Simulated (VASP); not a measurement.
# Ge in VASP: relaxation of cell and atoms with LDA

Aim: the relaxation of cell and atoms of Ge with LDA.

Program: VASP 6.6.1. These are calculated values, not measurements. Logs are shortened: lines on timing, memory, paths and dates and some standing lists are left out, and cuts for length are marked.

### 1 Starting point

The cell holds a sheet with vacuum, 2 atoms: a = 4.030 Å, b = 4.030 Å, c = 16.680 Å, α = 90.00°, β = 90.00°, γ = 120.00°.

The cell was built by a generator and needn't be a form met in nature.

### 2 Relaxation of cell and atoms, LDA

Contents of INCAR:

```
SYSTEM = Ge
PREC = Accurate
ENCUT = 600
EDIFF = 1E-7
ISMEAR = 0
SIGMA = 0.03
LREAL = .FALSE.
LASPH = .TRUE.
NELM = 120
ALGO = Normal
ISIF = 3
LWAVE = .FALSE.
LCHARG = .FALSE.
GGA = CA
IBRION = 2
NSW = 40
EDIFFG = -0.005
LATTICE_CONSTRAINTS = .TRUE. .TRUE. .FALSE.
KPAR = 2
```

Contents of KPOINTS:

```
Automatic mesh
0
G
  12 12 1
  0 0 0
```

Contents of POSCAR:

```
Ge
1.0
    4.0300000000      0.0000000000      0.0000000000
   -2.0150000000      3.4900823800      0.0000000000
    0.0000000000      0.0000000000     16.6800000000
Ge
2
Direct
    0.3333330000      0.6666670000      0.4796163100
    0.6666670000      0.3333330000      0.5203836900
```

Potentials or basis: VASP PAW LDA potentials, release 64 (Ge_d).

Launch:

```
$ cat potpaw_LDA.64/Ge_d/POTCAR > POTCAR
$ mpirun -np 2 vasp_std > vasp.out
```

OUTCAR:

```text
SYSTEM = Ge
   PREC = Accurate
   ENCUT = 600
   EDIFF = 1E-7
   ISMEAR = 0
   LREAL = .FALSE.
   LASPH = .TRUE.
   NELM = 120
   ISIF = 3
   GGA = CA
   IBRION = 2
   NSW = 40
   EDIFFG = -0.005

 ion  position               nearest neighbor table
   1  0.333  0.667  0.480-   2 2.42   2 2.42   2 2.42
   2  0.667  0.333  0.520-   1 2.42   1 2.42   1 2.42

  LATTYP: Found a hexagonal cell.
 ALAT       =     4.0300000000
 C/A-ratio  =     4.1389578164

  Lattice vectors:

 A1 = (   4.0300000000,   0.0000000000,   0.0000000000)
 A2 = (  -2.0150000000,   3.4900823800,   0.0000000000)
 A3 = (   0.0000000000,   0.0000000000,  16.6800000000)

Analysis of symmetry for initial positions (statically):
=====================================================================
 Subroutine PRICEL returns:
 Original cell was already a primitive cell.

 Routine SETGRP: Setting up the symmetry group for a
 hexagonal supercell.

 Subroutine GETGRP returns: Found 12 space group operations
 (whereof 12 operations were pure point group operations)
 out of a pool of 24 trial point group operations.

The static configuration has the point symmetry D_3d.

Analysis of symmetry for dynamics (positions and initial velocities):
=====================================================================
 Subroutine PRICEL returns:
 Original cell was already a primitive cell.

 Routine SETGRP: Setting up the symmetry group for a
 hexagonal supercell.

 Subroutine GETGRP returns: Found 12 space group operations
 (whereof 12 operations were pure point group operations)
 out of a pool of 24 trial point group operations.

The dynamic configuration has the point symmetry D_3d.

 Subroutine INISYM returns: Found 12 space group operations
 (whereof 12 operations are pure point group operations),
 and found     1 'primitive' translations

----------------------------------------------------------------------------------------

                                     Primitive cell

  volume of cell :     234.6047

  direct lattice vectors                    reciprocal lattice vectors
     4.030000000  0.000000000  0.000000000     0.248138958  0.143263094  0.000000000
    -2.015000000  3.490082380  0.000000000     0.000000000  0.286526188  0.000000000
     0.000000000  0.000000000 16.680000000     0.000000000  0.000000000  0.059952038

  length of vectors
     4.030000000  4.030000002 16.680000000     0.286526188  0.286526188  0.059952038

  position of ions in fractional coordinates (direct lattice)
     0.333333000  0.666667000  0.479616310
     0.666667000  0.333333000  0.520383690

  ion indices of the primitive-cell ions
   primitive index   ion index
                 1           1
                 2           2

----------------------------------------------------------------------------------------

 KPOINTS: Automatic mesh

Automatic generation of k-mesh.
 Grid dimensions read from file:
 generate k-points for:   12   12    1

 Generating k-lattice:

  Cartesian coordinates                     Fractional coordinates (reciprocal lattice)
     0.020678246  0.011938591  0.000000000     0.083333333 -0.000000000  0.000000000
     0.000000000  0.023877182  0.000000000     0.000000000  0.083333333  0.000000000
     0.000000000  0.000000000  0.059952038     0.000000000  0.000000000  1.000000000

  Length of vectors
     0.023877182  0.023877182  0.059952038

  Shift w.r.t. Gamma in fractional coordinates (k-lattice)
     0.000000000  0.000000000  0.000000000

 Subroutine IBZKPT returns following result:
 ===========================================

 Found     19 irreducible k-points:

 Following reciprocal coordinates:
            Coordinates               Weight
  0.000000  0.000000  0.000000      1.000000
  0.083333 -0.000000  0.000000      6.000000
  0.166667 -0.000000  0.000000      6.000000
  0.250000  0.000000  0.000000      6.000000
  0.333333  0.000000  0.000000      6.000000
  0.416667 -0.000000  0.000000      6.000000
[... 11 lines left out ...]
  0.333333  0.250000  0.000000     12.000000
  0.333333  0.333333  0.000000      2.000000
   k-points           NKPTS =     19   k-points in BZ     NKDIM =     19   number of bands    NBANDS=     18
   number of dos      NEDOS =    301   number of ions     NIONS =      2
   total plane-waves  NPLWV = 143360
   dimension x,y,z NGX =    32 NGY =   32 NGZ =  140
   dimension x,y,z NGXF=    64 NGYF=   64 NGZF=  280
   ions per type =               2
   NGX,Y,Z   is equivalent  to a cutoff of  13.20, 13.20, 13.95 a.u.
   NGXF,Y,Z  is equivalent  to a cutoff of  26.40, 26.40, 27.91 a.u.
 SYSTEM =  Ge
   PREC   = accura    normal or accurate (medium, high low for compatibility)
   ISTART =      0    job   : 0-new  1-cont  2-samecut
   ICHARG =      2    charge: 1-file 2-atom 10-const
   ISPIN  =      1    spin polarized calculation?
   LNONCOLLINEAR =      F non collinear calculations
   LSORBIT =      F    spin-orbit coupling
   LASPH  =      T    aspherical Exc in radial PAW
   ENCUT  =  600.0 eV  44.10 Ry    6.64 a.u.   8.05  8.05 33.31*2*pi/ulx,y,z
   NELM   =    120;   NELMIN=  2; NELMDL= -5     # of ELM steps
   EDIFF  = 0.1E-06   stopping-criterion for ELM
   LREAL  =      F    real-space projection
   EDIFFG = -.5E-02   stopping-criterion for IOM
   NSW    =     40    number of steps for IOM
   IBRION =      2    ionic relax: 0-MD 1-quasi-New 2-CG
   NFREE  =      1    steps in history (QN), initial steepest desc. (CG)
   ISIF   =      3    stress and relaxation
   ISYM   =      2    0-nonsym 1-usesym 2-fastsym
   POTIM  = 0.5000    time-step for ionic-motion
   TEBEG  =    0.0;   TEEND  =   0.0 temperature during run
   PSTRESS=    0.0 pullay stress
   NELECT =      28.0000    total number of electrons
   NUPDOWN=      -1.0000    fix difference up-down
   EMIN   =  10.00;   EMAX   =-10.00  energy-range for DOS
   EFERMI =   0.00;   METHOD = LEGACY
   ISMEAR =     0;   SIGMA  =   0.03  broadening in eV -4-tet -1-fermi 0-gaus
   EFERMI_NEDOS =   21; number of points for ismear=-14 and -15
   IALGO  =     38    algorithm
   IMIX   =      4    mixing-type and parameters
     AMIX     =   0.40;   BMIX     =  1.00
     AMIX_MAG =   1.60;   BMIX_MAG =  1.00
  volume/ion in A,a.u.               =     117.30       791.60
  Fermi-wavevector in a.u.,A,eV,Ry     =   0.806025  1.523167  8.839386  0.649677
  Thomas-Fermi vector in A             =   1.914380
   LORBIT       =      0    0 simple, 1 ext, 2 COOP (PROOUT), +10 PAW based schemes
   GGA     = CA    functional components
   LHFCALC =     F    Hartree Fock is set to
   AEXX    =    0.0000 exact exchange contribution
   IVDW    =     0    specifies the selected vdW correction
   LEPSILON=     F    determine dielectric tensor
   LRPA    =     F    only Hartree local field effects (RPA)
 conjugate gradient relaxation of ions
 non-spin polarized calculation
 Gauss-broadening in eV      SIGMA  =   0.03
  energy-cutoff  :      600.00
  volume of cell :      234.60
 maximum number of plane-waves:      7854
   NGX = 17   NGY = 17   NGZ = 67

--------------------------------------- Ionic step        1  -------------------------------------------

 number of electron      27.9999993 magnetization

 Free energy of the ion-electron system (eV)
  ---------------------------------------------------
  ext. energy  EPLUGINS =         0.00000000
  ---------------------------------------------------
  free energy    TOTEN  =        -9.12559715 eV

  energy without entropy =       -9.12512699  energy(sigma->0) =       -9.12536207

------------------------ aborting loop because EDIFF is reached ----------------------------------------

  FORCE on cell =-STRESS in cart. coord.  units (eV):
  Direction    XX          YY          ZZ          XY          YZ          ZX
  --------------------------------------------------------------------------------------
  -------------------------------------------------------------------------------------
  Total       -1.2806199     -1.2806199     -0.1780035      0.0000000      0.0000000     -0.0000000
  in kB       -8.7456893     -8.7456893     -1.2156326      0.0000000      0.0000000     -0.0000000
  external PRESSURE =      -6.2356704 kB  Pullay stress =       0.0000000 kB

 VOLUME and BASIS-vectors are now :
 -----------------------------------------------------------------------------
  energy-cutoff  :      600.00
  volume of cell :      234.60
      direct lattice vectors                 reciprocal lattice vectors
     4.030000000  0.000000000  0.000000000     0.248138958  0.143263094  0.000000000
    -2.015000000  3.490082380  0.000000000     0.000000000  0.286526188  0.000000000
     0.000000000  0.000000000 16.680000000     0.000000000  0.000000000  0.059952038

 POSITION                                       TOTAL-FORCE (eV/Angst)
 -----------------------------------------------------------------------------------
     -0.00000      2.32672      8.00000        -0.000000      0.000000      0.253374
      2.01500      1.16336      8.68000         0.000000     -0.000000     -0.253374
 -----------------------------------------------------------------------------------
    total drift:                                0.000000      0.000000      0.000000

  FREE ENERGIE OF THE ION-ELECTRON SYSTEM (eV)
  ---------------------------------------------------
  free  energy   TOTEN  =        -9.1255971517 eV
[... 233 lines left out ...]
 VOLUME and BASIS-vectors are now :
 -----------------------------------------------------------------------------
  energy-cutoff  :      600.00
  volume of cell :      226.20
      direct lattice vectors                 reciprocal lattice vectors
     3.957184727 -0.000000000  0.000000000     0.252704907  0.145899246  0.000000000
    -1.978592364  3.427022504  0.000000000     0.000000000  0.291798492  0.000000000
     0.000000000  0.000000000 16.680000000     0.000000000  0.000000000  0.059952038

 POSITION                                       TOTAL-FORCE (eV/Angst)
 -----------------------------------------------------------------------------------
     -0.00000      2.28468      8.02075        -0.000000      0.000000      0.005681
      1.97859      1.14234      8.65925         0.000000      0.000000     -0.005681
 -----------------------------------------------------------------------------------
    total drift:                                0.000000     -0.000000      0.000000

  FREE ENERGIE OF THE ION-ELECTRON SYSTEM (eV)
  ---------------------------------------------------
  free  energy   TOTEN  =        -9.1560996447 eV

  energy  without entropy=       -9.1556294868  energy(sigma->0) =       -9.15586457

--------------------------------------- Ionic step        9  -------------------------------------------

 number of electron      28.0000005 magnetization

 Free energy of the ion-electron system (eV)
  ---------------------------------------------------
  ext. energy  EPLUGINS =         0.00000000
  ---------------------------------------------------
  free energy    TOTEN  =        -9.15614591 eV

  energy without entropy =       -9.15567575  energy(sigma->0) =       -9.15591083

 E-fermi :  -2.8681     XC(G=0):  -2.8553

 val. band max:       -2.8681528868   @ k =   0.3333   0.3333   0.0000
 cond. band min:      -2.8681215838   @ k =   0.3333   0.3333   0.0000
 fundamental gap:      0.0000313030
 Fermi energy:        -2.8681372354

 k-point     1 :       0.0000    0.0000    0.0000
  band No.  band energies     occupation
      1     -27.5709      2.00000
      2     -27.5709      2.00000
      3     -27.5120      2.00000
      4     -27.5120      2.00000
      5     -27.5045      2.00000
      6     -27.4083      2.00000
[... 10 lines left out ...]
     17       1.0930      0.00000
     18       1.0931      0.00000

 k-point     2 :       0.0833   -0.0000    0.0000
  band No.  band energies     occupation
      1     -27.5758      2.00000
      2     -27.5754      2.00000
      3     -27.5179      2.00000
      4     -27.5065      2.00000
      5     -27.4950      2.00000
      6     -27.4043      2.00000
[... 10 lines left out ...]
     17       0.9951      0.00000
     18       1.4066      0.00000
[... 368 lines left out ...]
 VOLUME and BASIS-vectors are now :
 -----------------------------------------------------------------------------
  energy-cutoff  :      600.00
  volume of cell :      225.84
      direct lattice vectors                 reciprocal lattice vectors
     3.953992400 -0.000000000  0.000000000     0.252908933  0.146017041  0.000000000
    -1.976996200  3.424257868  0.000000000     0.000000000  0.292034081  0.000000000
     0.000000000  0.000000000 16.680000000     0.000000000  0.000000000  0.059952038

 POSITION                                       TOTAL-FORCE (eV/Angst)
 -----------------------------------------------------------------------------------
     -0.00000      2.28284      8.02090        -0.000000     -0.000000     -0.000893
      1.97700      1.14142      8.65910         0.000000      0.000000      0.000893
 -----------------------------------------------------------------------------------
    total drift:                                0.000000      0.000000      0.000000

  FREE ENERGIE OF THE ION-ELECTRON SYSTEM (eV)
  ---------------------------------------------------
  free  energy   TOTEN  =        -9.1561459078 eV

  energy  without entropy=       -9.1556757500  energy(sigma->0) =       -9.15591083

 reached required accuracy - stopping structural energy minimisation
```

Wall time 7.3 min (2 MPI ranks of AMD EPYC 7R13 (Zen 3), shared host); peak memory 0.32 GiB.

Results:

```yaml
Free_energy: -9.1561 eV
Relaxed_volume: 112.92 Å³/atom
Relaxed_cell: a = 3.954 Å, b = 3.954 Å, c = 16.680 Å, α = 90.00°, β = 90.00°, γ = 120.00°
Space_group_after_relaxing_to_0.05_Å: P-3m1 (No. 164)
Energy_gained_by_relaxing: 15.3 meV/atom
Ionic_steps: 9
Band_gap_on_the_k_mesh: none (metal or under the smearing width)
```

Step by step:
| step | energy change (eV) | largest force (eV/Å) | pressure (GPa) | volume (Å³) |
| --- | --- | --- | --- | --- |
| 1 | 0.0000 | 0.2534 | -0.62 | 234.60 |
| 2 | -0.0207 | 0.0156 | 0.40 | 220.33 |
| 3 | -0.0294 | 0.0876 | 0.00 | 225.12 |
| 4 | -0.0294 | 0.0833 | 0.01 | 224.94 |
| 5 | -0.0300 | 0.0554 | 0.01 | 225.16 |
| 6 | -0.0305 | 0.0110 | 0.01 | 225.53 |
| 7 | -0.0305 | 0.0034 | 0.02 | 225.65 |
| 8 | -0.0305 | 0.0057 | -0.03 | 226.20 |
| 9 | -0.0305 | 0.0009 | -0.01 | 225.84 |

Final structure:
```
Ge
1.0
     3.95399    0.00000    0.00000
    -1.97700    3.42426    0.00000
     0.00000    0.00000   16.68000
Ge
2
Direct
  0.33333 0.66667 0.48087
  0.66667 0.33333 0.51913
```
